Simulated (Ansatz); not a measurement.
**SnO2 (Cassiterite): properties at the relaxed cell**

The task here is to estimate one member of a computed series from the others.

Method: DFT PBE, scalar-relativistic, plane waves, PAW, in Ansatz 0.2.0.

2 further runs of the same task are left out: 2 set aside as unsound or not needed.

### The system as given

It takes space group P4_2/mnm (No. 136, tetragonal). The conventional cell has a = 4.827 Å, b = 4.827 Å, c = 3.238 Å, α = 90.00°, β = 90.00°, γ = 90.00°. Sn (site symmetry mmm) is surrounded by 6 O at 2.09 Å. O (site symmetry m2m) has 3 Sn at 2.09 Å as nearest neighbours.

As a file:

```cif
data_structure
_symmetry_space_group_name_H-M 'P 1'
_symmetry_Int_Tables_number 1
_cell_length_a 4.8274
_cell_length_b 4.8274
_cell_length_c 3.2381
_cell_angle_alpha 90.000
_cell_angle_beta 90.000
_cell_angle_gamma 90.000
_cell_volume 75.46
loop_
_atom_site_label
_atom_site_type_symbol
_atom_site_fract_x
_atom_site_fract_y
_atom_site_fract_z
_atom_site_occupancy
Sn1 Sn 0.00000 0.00000 0.00000 1
Sn2 Sn 0.50000 0.50000 0.50000 1
O1 O 0.30654 0.30654 0.00000 1
O2 O 0.19346 0.80654 0.50000 1
O3 O 0.69346 0.69346 0.00000 1
O4 O 0.80654 0.19346 0.50000 1
```

This cell was relaxed beforehand with the same method: volume 12.58 Å³/atom, gap on the mesh 0.68 eV.

The first run:

File input.yaml:

```yaml
crystal:
  lattice:
    - [4.8274195329, 0.0, 0.0]
    - [0.0, 4.8274195329, 0.0]
    - [0.0, 0.0, 3.2380692451]
  atoms:
    - { symbol: Sn, position: [0.0, 0.0, 0.0] }
    - { symbol: Sn, position: [0.5, 0.5, 0.5] }
    - { symbol: O, position: [0.3065442699, 0.3065442699, 0.0] }
    - { symbol: O, position: [0.1934557301, 0.8065442699, 0.5] }
    - { symbol: O, position: [0.6934557301, 0.6934557301, 0.0] }
    - { symbol: O, position: [0.8065442699, 0.1934557301, 0.5] }
basis:
  ecutwfc: 420
kpoints:
  mp_grid: { grid: [6, 6, 8] }
  band_path:
    path:
      - [[0.0, 0.0, 0.0], [0.0, 0.5, 0.0], [0.5, 0.5, 0.0], [0.0, 0.0, 0.0], [0.0, 0.0, 0.5], [0.0, 0.5, 0.5], [0.5, 0.5, 0.5], [0.0, 0.0, 0.5]]
      - [[0.0, 0.5, 0.0], [0.0, 0.5, 0.5]]
      - [[0.5, 0.5, 0.0], [0.5, 0.5, 0.5]]
    npoints: 14
hamiltonian:
  xc: pbe
scf:
  occupations: { method: gaussian, width: 0.02 }
  n_extra_bands: 15
output:
  forces: true
  stress: true
  eigenvalues: true
  populations: true
  dos: { projected: true, de: 0.02, nscf_kmesh: { grid: [9, 9, 12] } }
  bader: true
  write_density: true
  write_potential: true
  elf: true
  volumetric_format: npy
```

The run is started by

```console
$ ansatz run input.yaml --threads 2 --pin off --max-ram 5120MiB --backend cpu --events-out ev --progress --plain --runs-dir out
```

Among the steps run: Bands, states and charges; Relaxing with PBEsol; Relaxing with LDA; Relaxing with PBE+D3(BJ).

One of the session's tables, all rows but one given; the rest of the session is left out.

It belongs to the step «One structure, several functionals». 

| functional | a (Å) | b (Å) | c (Å) | volume (Å³/atom) | gap on the mesh (eV) |
| --- | --- | --- | --- | --- | --- |
| PBE | 4.827 | 4.827 | 3.238 | 12.58 | 0.68 |
| PBEsol | ? | ? | ? | ? | ? |
| LDA | 4.722 | 4.722 | 3.190 | 11.86 | 1.16 |
| PBE+D3(BJ) | 4.794 | 4.794 | 3.230 | 12.37 | 0.84 |

**Question.** Estimate the row for PBEsol.

**Answer.** a (Å): 4.769; b (Å): 4.769; c (Å): 3.212; volume (Å³/atom): 12.18; gap on the mesh (eV): 0.92. In the column «a (Å)» it lies between LDA (4.722) and PBE+D3(BJ) (4.794).
